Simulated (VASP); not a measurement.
# KI (P1) in VASP: settings compared, part 2 of 2

VASP 6.6.1. Earlier steps stand in the parts before.

**3. Relaxation of the atoms, LDA (a zone-boundary wave of random shape, sigma 0.02 Å)**

File INCAR:

```
SYSTEM = KI
ALGO     = Normal         ! electronic algorithm
EDIFF    = 1E-6           ! SCF threshold, eV
EDIFFG   = -0.01          ! ionic threshold
ENCUT    = 520            ! plane-wave cutoff, eV
IBRION   = 2              ! ionic algorithm
ISIF     = 2              ! what is computed and relaxed
ISMEAR   = 0              ! smearing method
LASPH    = .True.         ! aspherical terms in the spheres
LCHARG   = .False.        ! write CHGCAR
LREAL    = .False.        ! projectors in reciprocal space
LWAVE    = .False.        ! write WAVECAR
NELM     = 80             ! most SCF steps
NSW      = 40             ! ionic steps
PREC     = Accurate       ! precision mode
SIGMA    = 0.05           ! smearing width, eV
```

File KPOINTS:

```
k-points
0
Gamma
  6 6 4
  0 0 0
```

File POSCAR:

```
KI
1.0
    0.0000000000     -3.5245500000     -3.5245500000
   -3.5245500000      0.0000000000     -3.5245500000
    3.5245500000      3.5245500000     -7.0491000000
K I
2 2
Direct
    0.5011319400      0.5004670100      0.5003183200
    0.9988680600      0.9995329900      0.9996816800
    0.7465754900      0.7522135800      0.7463113600
    0.2534245100      0.2477864200      0.2536886400
```

Potentials or basis: VASP PAW LDA potentials, release 64 (K_sv, I).

Command:

```bash
cat potpaw_LDA.64/K_sv/POTCAR potpaw_LDA.64/I/POTCAR > POTCAR
mpirun -np 1 vasp_std > vasp.out
```

OUTCAR:

```text
SYSTEM = KI
   EDIFF = 1E-6
   EDIFFG = -0.01
   ENCUT = 520
   IBRION = 2
   ISIF = 2
   ISMEAR = 0
   LASPH = .True.
   LREAL = .False.
   NELM = 80
   NSW = 40
   PREC = Accurate

 ion  position               nearest neighbor table
   1  0.501  0.500  0.500-   3 3.49   4 3.50   4 3.50   3 3.50   4 3.52   3 3.53
   2  0.999  1.000  1.000-   4 3.52   3 3.53   4 3.55   3 3.55   3 3.55   4 3.56
   3  0.747  0.752  0.746-   1 3.49   1 3.50   1 3.53   2 3.53   2 3.55   2 3.55
   4  0.253  0.248  0.254-   1 3.50   1 3.50   1 3.52   2 3.52   2 3.55   2 3.56

  LATTYP: Found a trigonal (rhomboedric) cell.
 ALAT       =     8.6333490729
 COS(alpha) =     0.8333333333

  Lattice vectors:

 A1 = (   3.5245500000,   7.0491000000,  -3.5245500000)
 A2 = (   7.0491000000,   3.5245500000,  -3.5245500000)
 A3 = (   3.5245500000,   3.5245500000,  -7.0491000000)

Analysis of symmetry for initial positions (statically):
=====================================================================
 Subroutine PRICEL returns:
 Original cell was already a primitive cell.

[... 198 lines left out ...]
  energy without entropy =      -12.26470904  energy(sigma->0) =      -12.26470904

------------------------ aborting loop because EDIFF is reached ----------------------------------------

  FORCE on cell =-STRESS in cart. coord.  units (eV):
  Direction    XX          YY          ZZ          XY          YZ          ZX
  --------------------------------------------------------------------------------------
  -------------------------------------------------------------------------------------
  Total       -1.3231607     -1.3304338     -1.3144458     -0.0009548      0.0006946      0.0023620
  in kB      -12.1046482    -12.1711843    -12.0249214     -0.0087343      0.0063545      0.0216079
  external PRESSURE =     -12.1002513 kB  Pullay stress =       0.0000000 kB
[... 177 lines left out ...]
--------------------------------------- Ionic step        6  -------------------------------------------

 number of electron      31.9999999 magnetization

 Free energy of the ion-electron system (eV)
  ---------------------------------------------------
  ext. energy  EPLUGINS =         0.00000000
  ---------------------------------------------------
  free energy    TOTEN  =       -12.26671238 eV

  energy without entropy =      -12.26671238  energy(sigma->0) =      -12.26671238

 E-fermi :  -0.3344     XC(G=0):  -7.6520

 val. band max:       -0.5878398642   @ k =   0.0000   0.0000   0.0000
 cond. band min:       3.0433647229   @ k =   0.0000   0.0000   0.0000
 fundamental gap:      3.6312045871
 Fermi energy:        -0.3343529250

 k-point     1 :       0.0000    0.0000    0.0000
  band No.  band energies     occupation
      1     -28.7172      2.00000
      2     -28.7085      2.00000
      3     -12.6173      2.00000
      4     -12.4455      2.00000
      5     -12.4455      2.00000
      6     -12.4398      2.00000
[... 541 lines left out ...]
     19       5.1789      0.00000
     20       6.4099      0.00000

 [... further k-points ...]
[... 5 lines left out ...]
  --------------------------------------------------------------------------------------
  -------------------------------------------------------------------------------------
  Total       -1.3278874     -1.3270436     -1.3275790     -0.0002104      0.0000283      0.0001105
  in kB      -12.1478887    -12.1401696    -12.1450678     -0.0019249      0.0002590      0.0010106
  external PRESSURE =     -12.1443754 kB  Pullay stress =       0.0000000 kB
[... 19 lines left out ...]
  FREE ENERGIE OF THE ION-ELECTRON SYSTEM (eV)
  ---------------------------------------------------
  free  energy   TOTEN  =       -12.2667123823 eV

  energy  without entropy=      -12.2667123823  energy(sigma->0) =      -12.26671238

 reached required accuracy - stopping structural energy minimisation
```

Run time: 8.3 min. Hardware: 1 thread of Intel Xeon Platinum 8488C (Sapphire Rapids), shared host; peak memory 0.42 GiB.

What came out:

```yaml
Free_energy: -12.2667 eV
Energy_gained_by_relaxing: 0.5 meV/atom
Ionic_steps: 6
Pressure_after_relaxing: -1.2 GPa
Largest_force_after_relaxing: 0.009 eV/Å
Band_gap_on_the_k_mesh: 3.63 eV
```

Forces in eV/Å, atoms in the order of the input:
```
K    0.002  0.003  0.000
K   -0.002 -0.003 -0.002
I   -0.001 -0.009 -0.001
I    0.002  0.009  0.003
```

The path:
```tsv
step	energy change (eV)	largest force (eV/Å)	pressure (GPa)
1	0.0000	0.0567	-1.21
2	-0.0003	0.0523	-1.21
3	-0.0010	0.0383	-1.21
4	-0.0019	0.0153	-1.21
5	-0.0010	0.0431	-1.21
6	-0.0020	0.0094	-1.21
```

Final structure:
```cif
data_structure
_symmetry_space_group_name_H-M 'P 1'
_symmetry_Int_Tables_number 1
_cell_length_a 4.9845
_cell_length_b 4.9845
_cell_length_c 8.6333
_cell_angle_alpha 73.221
_cell_angle_beta 73.221
_cell_angle_gamma 60.000
_cell_volume 175.13
loop_
_atom_site_label
_atom_site_type_symbol
_atom_site_fract_x
_atom_site_fract_y
_atom_site_fract_z
_atom_site_occupancy
K1 K 0.50049 0.50020 0.49984 1
K2 K 0.99942 0.99968 0.00007 1
I1 I 0.74830 0.75033 0.75033 1
I2 I 0.25180 0.24980 0.24976 1
```

Caveat: spin-orbit coupling is left out, which moves the levels of the heavy elements.
